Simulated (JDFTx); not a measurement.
# Zr (P6_3/mmc) in JDFTx: a series of runs

The runs below take Zr through band structure, with revPBE, BLYP, LDA.

Program: JDFTx 1.7.0 (patched build). These are calculated values, not measurements. Logs are shortened: lines on timing, memory, paths and dates and some standing lists are left out, and cuts for length are marked. The log counts tension as positive stress, the text compression.

### 1 Starting point

Symmetry: P6_3/mmc, No. 194, hexagonal system. Conventional cell: a = 3.232 Å, b = 3.232 Å, c = 5.147 Å, α = 90.00°, β = 90.00°, γ = 120.00°. Around Zr (site symmetry -6m2) lie 12 Zr at 3.18 to 3.23 Å.

### 2 Band structure, revPBE

Input file bands.in:

```
include Zr.lattice
coords-type Lattice
include Zr.ionpos

ion-species pseudo/Zr.upf
elec-cutoff 33 264
elec-ex-corr gga-x-pbe-r gga-c-pbe
elec-smearing Fermi 0.0018374661
elec-n-bands 18
electronic-minimize nIterations 30 energyDiffThreshold 1e-06
davidson-band-ratio 1.3
forces-output-coords Cartesian
include path.kpoints
symmetries none
fix-electron-density run.$VAR

dump-name bands.$VAR
dump End Ecomponents EigStats BandEigs Kpoints Forces
```

Input file Zr.lattice:

```
lattice \
    6.1075948348    -3.0537974174     0.0000000000 \
    0.0000000000     5.2893322829     0.0000000000 \
    0.0000000000     0.0000000000     9.7264203634
```

Input file Zr.ionpos:

```
ion Zr     0.6666666667     0.3333333333     0.7500000000 1
ion Zr     0.3333333333     0.6666666667     0.2500000000 1
```

Input file path.kpoints:

```
kpoint +0.0000000000 +0.0000000000 +0.0000000000 0.020000000000
kpoint +0.0833333333 +0.0000000000 +0.0000000000 0.020000000000
kpoint +0.1666666667 +0.0000000000 +0.0000000000 0.020000000000
kpoint +0.2500000000 +0.0000000000 +0.0000000000 0.020000000000
kpoint +0.3333333333 +0.0000000000 +0.0000000000 0.020000000000
kpoint +0.4166666667 +0.0000000000 +0.0000000000 0.020000000000
kpoint +0.5000000000 +0.0000000000 +0.0000000000 0.020000000000
kpoint +0.4444444444 +0.1111111111 +0.0000000000 0.020000000000
kpoint +0.3888888889 +0.2222222222 +0.0000000000 0.020000000000
kpoint +0.3333333333 +0.3333333333 +0.0000000000 0.020000000000
kpoint +0.2916666667 +0.2916666667 +0.0000000000 0.020000000000
kpoint +0.2500000000 +0.2500000000 +0.0000000000 0.020000000000
kpoint +0.2083333333 +0.2083333333 +0.0000000000 0.020000000000
kpoint +0.1666666667 +0.1666666667 +0.0000000000 0.020000000000
kpoint +0.1250000000 +0.1250000000 +0.0000000000 0.020000000000
kpoint +0.0833333333 +0.0833333333 +0.0000000000 0.020000000000
kpoint +0.0416666667 +0.0416666667 +0.0000000000 0.020000000000
kpoint +0.0000000000 +0.0000000000 +0.0000000000 0.020000000000
kpoint +0.0000000000 +0.0000000000 +0.1666666667 0.020000000000
kpoint +0.0000000000 +0.0000000000 +0.3333333333 0.020000000000
kpoint +0.0000000000 +0.0000000000 +0.5000000000 0.020000000000
kpoint +0.0714285714 +0.0000000000 +0.5000000000 0.020000000000
kpoint +0.1428571429 +0.0000000000 +0.5000000000 0.020000000000
kpoint +0.2142857143 +0.0000000000 +0.5000000000 0.020000000000
kpoint +0.2857142857 +0.0000000000 +0.5000000000 0.020000000000
kpoint +0.3571428571 +0.0000000000 +0.5000000000 0.020000000000
kpoint +0.4285714286 +0.0000000000 +0.5000000000 0.020000000000
kpoint +0.5000000000 +0.0000000000 +0.5000000000 0.020000000000
kpoint +0.4583333333 +0.0833333333 +0.5000000000 0.020000000000
kpoint +0.4166666667 +0.1666666667 +0.5000000000 0.020000000000
kpoint +0.3750000000 +0.2500000000 +0.5000000000 0.020000000000
kpoint +0.3333333333 +0.3333333333 +0.5000000000 0.020000000000
kpoint +0.2962962963 +0.2962962963 +0.5000000000 0.020000000000
kpoint +0.2592592593 +0.2592592593 +0.5000000000 0.020000000000
kpoint +0.2222222222 +0.2222222222 +0.5000000000 0.020000000000
kpoint +0.1851851852 +0.1851851852 +0.5000000000 0.020000000000
kpoint +0.1481481481 +0.1481481481 +0.5000000000 0.020000000000
kpoint +0.1111111111 +0.1111111111 +0.5000000000 0.020000000000
kpoint +0.0740740741 +0.0740740741 +0.5000000000 0.020000000000
kpoint +0.0370370370 +0.0370370370 +0.5000000000 0.020000000000
kpoint +0.0000000000 +0.0000000000 +0.5000000000 0.020000000000
kpoint +0.5000000000 +0.0000000000 +0.5000000000 0.020000000000
kpoint +0.5000000000 +0.0000000000 +0.3333333333 0.020000000000
kpoint +0.5000000000 +0.0000000000 +0.1666666667 0.020000000000
kpoint +0.5000000000 +0.0000000000 +0.0000000000 0.020000000000
kpoint +0.3333333333 +0.3333333333 +0.0000000000 0.020000000000
kpoint +0.3333333333 +0.3333333333 +0.1250000000 0.020000000000
kpoint +0.3333333333 +0.3333333333 +0.2500000000 0.020000000000
kpoint +0.3333333333 +0.3333333333 +0.3750000000 0.020000000000
kpoint +0.3333333333 +0.3333333333 +0.5000000000 0.020000000000
```

Potentials or basis: PseudoDojo-SR-PBE-0.5-standard with smoothed tails.

Run with:

```
> jdftx -c 1 -i bands.in -o bands.out
```

The program printed:

```text
*************** JDFTx 1.7.0 (patched build) ***************

Input parsed successfully to the following command list (including defaults):
[... the input with its defaults ...]

---------- Initializing the Grid ----------
R =
[      6.10759      -3.0538            0  ]
[            0      5.28933            0  ]
[            0            0      9.72642  ]
unit cell volume = 314.213
G =
[    1.02875   0.593949         -0  ]
[          0     1.1879          0  ]
[          0         -0   0.645992  ]
Minimum fftbox size, Smin = [  48  48  72  ]
Chosen fftbox size, S = [  48  48  72  ]

---------- Initializing tighter grid for wavefunction operations ----------
R =
[      6.10759      -3.0538            0  ]
[            0      5.28933            0  ]
[            0            0      9.72642  ]
unit cell volume = 314.213
G =
[    1.02875   0.593949         -0  ]
[          0     1.1879          0  ]
[          0         -0   0.645992  ]
Minimum fftbox size, Smin = [  32  32  52  ]
Chosen fftbox size, S = [  32  32  54  ]

---------- Exchange Correlation functional ----------
Initialized LibXC exchange functional 'Revised PBE from Zhang & Yang'
Initialized LibXC correlation functional 'Perdew, Burke & Ernzerhof'

---------- Setting up pseudopotentials ----------
Width of ionic core gaussian charges (only for fluid interactions / plotting) set to 0

Reading pseudopotential file 'pseudo/Zr.upf':
  'Zr' pseudopotential, 'PBE' functional
  Generated using ONCVPSP code by D. R. Hamann
  12 valence electrons, 4 orbitals, 6 projectors, 1001 radial grid points, with lMax = 2
    4S    l: 0   occupation:  2.0   eigenvalue: -2.003021
    4P    l: 1   occupation:  6.0   eigenvalue: -1.192945
    4D    l: 2   occupation:  2.0   eigenvalue: -0.132262
    5S    l: 0   occupation:  2.0   eigenvalue: -0.163149
  Core radius for overlap checks: 1.48 bohrs.

Initialized 1 species with 2 total atoms.

Folded 50 k-points by 1x1x1 to 50 k-points.

---------- Setting up k-points, bands, fillings ----------
No reducable k-points.
Computing the number of bands and number of electrons
Calculating initial fillings.
nElectrons:  24.000000   nBands: 18   nStates: 50

----- Setting up reduced wavefunction bases (one per k-point) -----
average nbasis = 2845.060 , ideal nbasis = 2845.044

---------- Setting up ewald sum ----------
Optimum gaussian width for ewald sums = 2.416275 bohr.
Real space sum over 1521 unit cells with max indices [  6  6  4  ]
Reciprocal space sum over 2057 terms with max indices [  5  5  8  ]

---------- Allocating electronic variables ----------
Reading n from file 'run.n' ... done
Initializing wave functions:  linear combination of atomic orbitals

----------- Band structure minimization -------------
Minimization will be done independently for each quantum number.

---- Minimization of quantum number:     0  [ +0.0000000 +0.0000000 +0.0000000 ]  0.040000000 ----
BandDavidson: Iter:   0  Eband: +0.006846507130865
BandDavidson: Iter:   1  Eband: +0.005635652191648  dEband: -1.210855e-03
BandDavidson: Iter:   2  Eband: +0.000973074122623  dEband: -4.662578e-03
BandDavidson: Iter:   3  Eband: +0.000700889694510  dEband: -2.721844e-04
[... 607 lines of inner loops ...]
BandDavidson: Iter:   9  Eband: +0.005467862687472  dEband: -1.194149e-06
BandDavidson: Iter:  10  Eband: +0.005467085897275  dEband: -7.767902e-07
BandDavidson: Converged (dEband<1.000000e-06)
	FillingsUpdate:  mu: +0.523163159  nElectrons: 24.000000
WARNING: these k-points are no uniform mesh, so that mu and the fillings of partly filled bands are only those of these points: take mu from the calculation that made the density or potential.

Dumping 'bands.eigStats' ...
	eMin: -1.276030 at state 17 ( [ +0.000000 +0.000000 +0.000000 ] spin 0 )
	HOMO: +0.522765 at state 35 ( [ +0.185185 +0.185185 +0.500000 ] spin 0 )
	mu  : +0.523163
	LUMO: +0.524281 at state 47 ( [ +0.333333 +0.333333 +0.250000 ] spin 0 )
	eMax: +0.715602 at state 44 ( [ +0.500000 +0.000000 +0.000000 ] spin 0 )
	HOMO-LUMO gap: +0.001516
	Optical gap  : +0.007558 at state 15 ( [ +0.083333 +0.083333 +0.000000 ] spin 0 )
Done!
[note: mu, HOMO and LUMO in a band run belong to the points of the path alone and aren't those of the crystal]
```

Run time: 15 s. Hardware: 1 thread of Arm Neoverse V2, shared host; peak memory 0.1 GiB.

What came out:

- Band gap along the path: none (metal or under the smearing width)

Levels at the corners of the path, in eV from the Fermi level:
```csv
point,band 8,band 9,band 10,band 11,band 12,band 13,band 14,band 15,band 16
Γ,-26.42,-5.67,-3.04,0.86,0.86,1.01,1.13,1.55,1.55
M,-26.53,-2.58,-2.52,-2.15,-0.25,0.53,0.77,1.45,4.87
K,-26.80,-2.11,-1.38,-1.38,-1.16,0.26,0.26,1.80,4.29
Γ,-26.42,-5.67,-3.04,0.86,0.86,1.01,1.13,1.55,1.55
A,-26.49,-3.96,-3.96,0.03,0.03,0.76,0.76,0.76,0.76
L,-26.65,-2.87,-2.87,-1.06,-1.06,1.59,1.59,2.20,2.20
H,-26.58,-1.44,-1.44,-1.29,-1.29,-0.06,-0.06,2.04,2.04
A,-26.49,-3.96,-3.96,0.03,0.03,0.76,0.76,0.76,0.76
L,-26.65,-2.87,-2.87,-1.06,-1.06,1.59,1.59,2.20,2.20
M,-26.53,-2.58,-2.52,-2.15,-0.25,0.53,0.77,1.45,4.87
K,-26.80,-2.11,-1.38,-1.38,-1.16,0.26,0.26,1.80,4.29
H,-26.58,-1.44,-1.44,-1.29,-1.29,-0.06,-0.06,2.04,2.04
```

### 3 Band structure, BLYP

Edit bands.in of step 2 so:

```diff
@@ -1,4 +1,9 @@
-include Zr.lattice
+lattice \
+    3.2320000000    -1.6160000000     0.0000000000 \
+    0.0000000000     2.7989941050     0.0000000000 \
+    0.0000000000     0.0000000000     5.1470000000
+latt-scale 1.889726124626 1.889726124626 1.889726124626
 coords-type Lattice
-include Zr.ionpos
+ion Zr     0.6666666667     0.3333333333     0.7500000000 1
+ion Zr     0.3333333333     0.6666666667     0.2500000000 1
 
@@ -6,3 +11,3 @@
 elec-cutoff 33 264
-elec-ex-corr gga-x-pbe-r gga-c-pbe
+elec-ex-corr gga-x-b88 gga-c-lyp
 elec-smearing Fermi 0.0018374661
```

path.kpoints is that of step 2.

Potentials or basis: PseudoDojo-SR-PBE-0.5-standard with smoothed tails.

Run with:

```
> jdftx -c 1 -i bands.in -o bands.out
```

The program printed:

```text
*************** JDFTx 1.7.0 (patched build) ***************

Input parsed successfully to the following command list (including defaults):
[... the input with its defaults ...]

---------- Initializing the Grid ----------
R =
[      6.10759      -3.0538            0  ]
[            0      5.28933            0  ]
[            0            0      9.72642  ]
unit cell volume = 314.213
G =
[    1.02875   0.593949         -0  ]
[          0     1.1879          0  ]
[          0         -0   0.645992  ]
Minimum fftbox size, Smin = [  48  48  72  ]
Chosen fftbox size, S = [  48  48  72  ]

---------- Initializing tighter grid for wavefunction operations ----------
R =
[      6.10759      -3.0538            0  ]
[            0      5.28933            0  ]
[            0            0      9.72642  ]
unit cell volume = 314.213
G =
[    1.02875   0.593949         -0  ]
[          0     1.1879          0  ]
[          0         -0   0.645992  ]
Minimum fftbox size, Smin = [  32  32  52  ]
Chosen fftbox size, S = [  32  32  54  ]

---------- Exchange Correlation functional ----------
Initialized LibXC exchange functional 'Becke 88'
Initialized LibXC correlation functional 'Lee, Yang & Parr'

---------- Setting up pseudopotentials ----------
Width of ionic core gaussian charges (only for fluid interactions / plotting) set to 0

Reading pseudopotential file 'pseudo/Zr.upf':
  'Zr' pseudopotential, 'PBE' functional
  Generated using ONCVPSP code by D. R. Hamann
  12 valence electrons, 4 orbitals, 6 projectors, 1001 radial grid points, with lMax = 2
    4S    l: 0   occupation:  2.0   eigenvalue: -2.003021
    4P    l: 1   occupation:  6.0   eigenvalue: -1.192945
    4D    l: 2   occupation:  2.0   eigenvalue: -0.132262
    5S    l: 0   occupation:  2.0   eigenvalue: -0.163149
  Core radius for overlap checks: 1.48 bohrs.

Initialized 1 species with 2 total atoms.

Folded 50 k-points by 1x1x1 to 50 k-points.

---------- Setting up k-points, bands, fillings ----------
No reducable k-points.
Computing the number of bands and number of electrons
Calculating initial fillings.
nElectrons:  24.000000   nBands: 18   nStates: 50

----- Setting up reduced wavefunction bases (one per k-point) -----
average nbasis = 2845.060 , ideal nbasis = 2845.044

---------- Setting up ewald sum ----------
Optimum gaussian width for ewald sums = 2.416275 bohr.
Real space sum over 1521 unit cells with max indices [  6  6  4  ]
Reciprocal space sum over 2057 terms with max indices [  5  5  8  ]

---------- Allocating electronic variables ----------
Reading n from file 'run.n' ... done
Initializing wave functions:  linear combination of atomic orbitals

----------- Band structure minimization -------------
Minimization will be done independently for each quantum number.

---- Minimization of quantum number:     0  [ +0.0000000 +0.0000000 +0.0000000 ]  0.040000000 ----
BandDavidson: Iter:   0  Eband: +0.017910596190283
BandDavidson: Iter:   1  Eband: +0.016759173892180  dEband: -1.151422e-03
BandDavidson: Iter:   2  Eband: +0.012631607089969  dEband: -4.127567e-03
BandDavidson: Iter:   3  Eband: +0.012347246360609  dEband: -2.843607e-04
[... 605 lines of inner loops ...]
BandDavidson: Iter:   9  Eband: +0.017163808499740  dEband: -1.230244e-06
BandDavidson: Iter:  10  Eband: +0.017163006384265  dEband: -8.021155e-07
BandDavidson: Converged (dEband<1.000000e-06)
	FillingsUpdate:  mu: +0.540144640  nElectrons: 24.000000
WARNING: these k-points are no uniform mesh, so that mu and the fillings of partly filled bands are only those of these points: take mu from the calculation that made the density or potential.

Dumping 'bands.eigStats' ...
	eMin: -1.258495 at state 17 ( [ +0.000000 +0.000000 +0.000000 ] spin 0 )
	HOMO: +0.539011 at state 20 ( [ +0.000000 +0.000000 +0.500000 ] spin 0 )
	mu  : +0.540145
	LUMO: +0.541344 at state 47 ( [ +0.333333 +0.333333 +0.250000 ] spin 0 )
	eMax: +0.727206 at state 44 ( [ +0.500000 +0.000000 +0.000000 ] spin 0 )
	HOMO-LUMO gap: +0.002333
	Optical gap  : +0.013323 at state 15 ( [ +0.083333 +0.083333 +0.000000 ] spin 0 )
Done!
[note: mu, HOMO and LUMO in a band run belong to the points of the path alone and aren't those of the crystal]
```

Run time: 15 s. Hardware: 1 thread of Arm Neoverse V2, shared host; peak memory 0.1 GiB.

What came out:

* Band gap along the path: none (metal or under the smearing width)

Levels at the corners of the path, in eV from the Fermi level:
| point | band 8 | band 9 | band 10 | band 11 | band 12 | band 13 | band 14 | band 15 | band 16 |
| --- | --- | --- | --- | --- | --- | --- | --- | --- | --- |
| Γ | -26.43 | -5.53 | -3.02 | 0.78 | 0.78 | 0.93 | 1.35 | 1.46 | 1.46 |
| M | -26.54 | -2.58 | -2.48 | -2.13 | -0.11 | 0.47 | 0.77 | 1.42 | 4.74 |
| K | -26.81 | -2.10 | -1.35 | -1.35 | -1.06 | 0.25 | 0.25 | 1.78 | 4.17 |
| Γ | -26.43 | -5.53 | -3.02 | 0.78 | 0.78 | 0.93 | 1.35 | 1.46 | 1.46 |
| A | -26.50 | -3.84 | -3.84 | 0.02 | 0.02 | 0.69 | 0.69 | 0.69 | 0.69 |
| L | -26.66 | -2.84 | -2.84 | -1.09 | -1.09 | 1.75 | 1.75 | 2.13 | 2.13 |
| H | -26.59 | -1.45 | -1.45 | -1.23 | -1.23 | -0.02 | -0.02 | 1.97 | 1.97 |
| A | -26.50 | -3.84 | -3.84 | 0.02 | 0.02 | 0.69 | 0.69 | 0.69 | 0.69 |
| L | -26.66 | -2.84 | -2.84 | -1.09 | -1.09 | 1.75 | 1.75 | 2.13 | 2.13 |
| M | -26.54 | -2.58 | -2.48 | -2.13 | -0.11 | 0.47 | 0.77 | 1.42 | 4.74 |
| K | -26.81 | -2.10 | -1.35 | -1.35 | -1.06 | 0.25 | 0.25 | 1.78 | 4.17 |
| H | -26.59 | -1.45 | -1.45 | -1.23 | -1.23 | -0.02 | -0.02 | 1.97 | 1.97 |

### 4 Band structure, LDA

Edit bands.in of step 3 so:

```diff
@@ -10,4 +10,4 @@
 ion-species pseudo/Zr.upf
-elec-cutoff 33 264
-elec-ex-corr gga-x-b88 gga-c-lyp
+elec-cutoff 35 280
+elec-ex-corr lda-PW
 elec-smearing Fermi 0.0018374661
```

path.kpoints is that of step 3.

Potentials or basis: PseudoDojo-SR-LDA-0.4.1-standard with smoothed tails.

Run with:

```
> jdftx -c 1 -i bands.in -o bands.out
```

Run time: 22 s. Hardware: 1 thread of Arm Neoverse V2, shared host; peak memory 0.1 GiB.

It converged, with:

```
Band gap along the path : none (metal or under the smearing width)
```

Levels at the corners of the path, in eV from the Fermi level:
| point | band 9 | band 10 | band 11 | band 12 | band 13 | band 14 | band 15 | band 16 |
| --- | --- | --- | --- | --- | --- | --- | --- | --- |
| Γ | -5.66 | -3.05 | 0.82 | 0.82 | 0.98 | 1.23 | 1.51 | 1.51 |
| M | -2.58 | -2.53 | -2.15 | -0.18 | 0.48 | 0.76 | 1.44 | 4.86 |
| K | -2.11 | -1.35 | -1.35 | -1.12 | 0.24 | 0.24 | 1.77 | 4.29 |
| Γ | -5.66 | -3.05 | 0.82 | 0.82 | 0.98 | 1.23 | 1.51 | 1.51 |
| A | -3.95 | -3.95 | 0.04 | 0.04 | 0.72 | 0.72 | 0.72 | 0.72 |
| L | -2.88 | -2.88 | -1.07 | -1.07 | 1.66 | 1.66 | 2.17 | 2.17 |
| H | -1.48 | -1.48 | -1.27 | -1.27 | -0.02 | -0.02 | 2.00 | 2.00 |
| A | -3.95 | -3.95 | 0.04 | 0.04 | 0.72 | 0.72 | 0.72 | 0.72 |
| L | -2.88 | -2.88 | -1.07 | -1.07 | 1.66 | 1.66 | 2.17 | 2.17 |
| M | -2.58 | -2.53 | -2.15 | -0.18 | 0.48 | 0.76 | 1.44 | 4.86 |
| K | -2.11 | -1.36 | -1.35 | -1.12 | 0.24 | 0.24 | 1.77 | 4.29 |
| H | -1.48 | -1.48 | -1.27 | -1.27 | -0.02 | -0.02 | 2.00 | 2.00 |
